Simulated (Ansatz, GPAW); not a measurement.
This is a calculation of W (Tungsten) for Ansatz 0.2.0. 

Contents of input.yaml:

```yaml
crystal:
  lattice:
    - [-1.582345, 1.582345, 1.582345]
    - [1.582345, -1.582345, 1.582345]
    - [1.582345, 1.582345, -1.582345]
  atoms:
    - { symbol: W, position: [0.0, 0.0, 0.0] }
kpoints:
  mp_grid: { grid: [12, 12, 12] }
scf:
  occupations: { method: gaussian, width: 0.015 }
hamiltonian:
  xc: pbe
  pseudopotentials: { kind: all_electron, lapw: { basis_error: 0.001 } }
output:
  forces: true
  stress: true
  eigenvalues: true
```

Potentials or basis: all-electron LAPW, scalar-relativistic.

The run is started by

```bash
$ ansatz run input.yaml --threads 1 --pin off --max-ram 3072MiB --backend cpu --events-out ev --progress --plain --runs-dir out
```

Question: Translate it to GPAW 26.7.0 (ASE script). Potentials or basis there: GPAW PAW data sets (gpaw-data 1.2.1), cutoff 600 eV.

Answer: As run (cutoffs and basis follow the program's own potentials, and thresholds, step limits or extra output files can differ):

Contents of run.py:

```python
from ase.dft.bandgap import bandgap
from ase.io import read, write
from ase.units import GPa
from gpaw import GPAW, PW

atoms = read('POSCAR')

calc = GPAW(mode=PW(600),
            xc='PBE',
            kpts={'size': (12, 12, 12), 'gamma': True},
            occupations={'name': 'methfessel-paxton', 'order': 0, 'width': 0.015},
            nbands=16,
            convergence={'density': 1e-05, 'energy': 1e-05},
            maxiter=150,
            txt='gpaw.txt')
atoms.calc = calc
energy = atoms.get_potential_energy()
forces = atoms.get_forces()
stress = atoms.get_stress()
calc.write('gs.gpw')
write('result.traj', atoms)
print(f'Energy: {energy:.6f} eV')
print('Forces (eV/A):')
print(forces.round(4))
print('Stress (GPa):', (stress / GPa).round(3))
print('Fermi level:', round(calc.get_fermi_level(), 4), 'eV')
print(f'Gap: {bandgap(calc)[0]:.4f} eV, direct: {bandgap(calc, direct=True)[0]:.4f} eV')
```

File POSCAR:

```
W
1.0
   -1.5823450000      1.5823450000      1.5823450000
    1.5823450000     -1.5823450000      1.5823450000
    1.5823450000      1.5823450000     -1.5823450000
W
1
Direct
    0.0000000000      0.0000000000      0.0000000000
```

Potentials or basis: GPAW PAW data sets (gpaw-data 1.2.1), pw.

The run is started by

```console
$ OMP_NUM_THREADS=1 python run.py
```

Both were run:

|  | Ansatz | GPAW |
| --- | --- | --- |
| Pressure | 6.1 GPa | 5.9 GPa |

Where Ansatz's input types no cutoff or centring, it takes its own default and a Γ-centred mesh.

Pressure is positive in compression.
